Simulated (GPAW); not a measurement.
```cif
data_cds
_symmetry_space_group_name_H-M 'F-43m'
_symmetry_Int_Tables_number 216
_cell_length_a 5.8330
_cell_length_b 5.8330
_cell_length_c 5.8330
_cell_angle_alpha 90.000
_cell_angle_beta 90.000
_cell_angle_gamma 90.000
_cell_volume 198.46
loop_
_atom_site_label
_atom_site_type_symbol
_atom_site_symmetry_multiplicity
_atom_site_Wyckoff_symbol
_atom_site_fract_x
_atom_site_fract_y
_atom_site_fract_z
_atom_site_occupancy
Cd1 Cd 4 a 0.00000 0.00000 0.00000 1
S1 S 4 d 0.25000 0.25000 0.75000 1
_calc_subject 'CdS (Hawleyite): G0W0 with GPAW, start to end'
_calc_method 'DFT, LDA, plane waves, PAW (and 1 further level or step)'
_calc_program 'GPAW 26.7.0'
_calc_settings_of_one_run 'cutoff 450 eV, GPAW PAW setups 1.2.1 data release, 6×6×6 k-mesh, nbands 216'
_calc_cost '4 runs, 2.4 min in all on 4 MPI ranks of Intel Xeon 6975P-C (Granite Rapids), shared host (the runs of this entry)'
_calc_notes 'The cell and positions come from the Crystallography Open Database and are kept as given unless a step says otherwise. Limits: no spin-orbit coupling. Bands and cutoff are finite, so the gap is not at the basis limit. The miss can reach some tenths of an eV and take either sign; the mesh is an error of its own.'
_calc_lda_gap '0.85 eV, direct'
_calc_g0w0_gap_on_the_mesh '1.90 eV'
_calc_gw_settings '6×6×6 mesh, 206 bands, screening to 150 eV, Godby-Needs plasmon pole'
_calc_known_limits 'not at the basis limit; no spin-orbit coupling'
```

[Paths, hosts, dates, memory and timing lines, banners, echoed tables and standing remarks are left out of the program output.]

[Logs are printed without paths, hosts, clocks, repeated set-up lines and the standing remarks that a program may print on its own settings, such as how far it seeks lower states.]

[Runs of the session that timed out or met a known fault of the program may be left out.]

[Hosts, paths, dates, database ids (printed as entryN), source tags and the programs' standing remarks are cut or masked in the printed files.]
